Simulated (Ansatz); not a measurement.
# ZnS: strain energy, fitted

ZnS, P6_3mc, a = 3.844 Å, c = 6.305 Å. The compound has several low-lying forms, and this is one of them. Ansatz: PBE, PAW, 420 eV, Γ-centred 12×12×4 mesh on 4 atoms, Gaussian smearing 0.02 eV; no spin polarisation. Series: equal strain along all axes, cell held, atoms relaxed; x is the strain in per cent. y is the free energy over the unstrained cell, V0 = 20.170 Å³/atom.

```tsv
x (%)	y (meV/atom)
-3.0	?
-2.0	17.20
-1.0	4.24
0.0	0.00
1.0	3.62
2.0	14.33
3.0	31.41
```

Question: Fit y = c2 x² + c3 x³ to the other rows, turn c2 into a modulus, and predict the missing energy.

Answer: Least squares on the rows shown. y = 3.9654 x² − 0.16193 x³. In eV per unit strain² c2 is 39.65; the stiffness is B for this strain (E = 9/2 B V0 ε², shape held): 2 × 39.65 × 160.2 / (9 × 20.170) = 70 GPa. The unstrained cell keeps some stress along the strain, worth a slope of -0.18 meV/atom per %, which the form leaves out. At x = -3.0 the fit asked for gives 40.06 meV/atom. The run gave 39.79 meV/atom, so the fit is 0.27 meV/atom too high, within twice the rms miss on the fitted rows (0.15 meV/atom).